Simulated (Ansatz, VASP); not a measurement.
**Ag in VASP and in Ansatz**

```xyz
1
Lattice="-1.6671 1.6671 1.5106 1.6671 -1.6671 1.5106 1.6671 1.6671 -1.5106" Properties=species:S:1:pos:R:3 pbc="T T T"
Ag    0.0000    0.0000    1.5106
```

Alike in both runs: functional PBEsol; k mesh 24 × 24 × 24; occupations gaussian, width 0.1 eV; no spin polarisation.

Ansatz relaxed the structure, and its values are those at the end. VASP's run is a single point on that final structure, the one shown.

|  | VASP | Ansatz |
| --- | --- | --- |
| version | VASP 6.6.1 | Ansatz 0.2.0 |
| potentials or method | VASP PAW PBE potentials, release 64 (Ag) | scalar-relativistic, plane waves, PAW |
| plane-wave cutoff (eV) | 520 | 420 |
| valence electrons in the cell | 11 | 19 |

```csv
,VASP,Ansatz,Ansatz less VASP
gap on the k mesh at the Fermi level (eV),none,none,-
pressure (GPa),-0.2,0.0,+0.22
```

A gap of «none» marks a metal or a gap that the smearing closes. The two sets of potentials don't hold the same shells in valence.

Caveats: the PAW data sets were made with another functional, which shifts forces and pressure a little (VASP).
